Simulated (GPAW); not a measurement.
The system is Cr.

```
Cr
1.0
     2.71400    0.00000    0.00000
    -1.35700    2.35039    0.00000
     0.00000    0.00000    4.41000
Cr
2
Cartesian
  1.3570 0.7835 3.3075
  0.0000 1.5669 1.1025
```

This isn't the form of Cr at room conditions, which is bcc.

Base run:

* Program: GPAW 26.7.0
* Functional: PBE
* Potentials or basis: GPAW PAW data sets (gpaw-data 1.2.1)
* Cutoff: 600 eV
* Basis: pw
* k mesh: 11 × 11 × 6
* Occupations: gaussian, width 0.02 eV
* Spin: collinear spin, ferromagnetic start
* Starting moments: [3.0, 3.0] μB

Its results: band gap on the k mesh none (metal or under the smearing width); pressure -25.2 GPa; net moment 2.04 μB per cell; site moments Cr +0.91 μB.

Q: The run is repeated on the same cell with these changes: functional from PBE to LDA; potentials or basis from GPAW PAW data sets (gpaw-data 1.2.1) to the program's PAW data sets (release 1.2.1) made for this functional. What comes out?

A: Band gap on the k mesh none (metal or under the smearing width); pressure -38.2 GPa; net moment 1.72 μB per cell; site moments Cr +0.75 μB.

Caveats: so large a pressure means that the cell lies far from this level's equilibrium, or that cutoff or potentials fall short (some runs); a pressure of tens of GPa on the cell as given is suspect, and the run, the potentials or the cell itself is likely at fault (some runs).
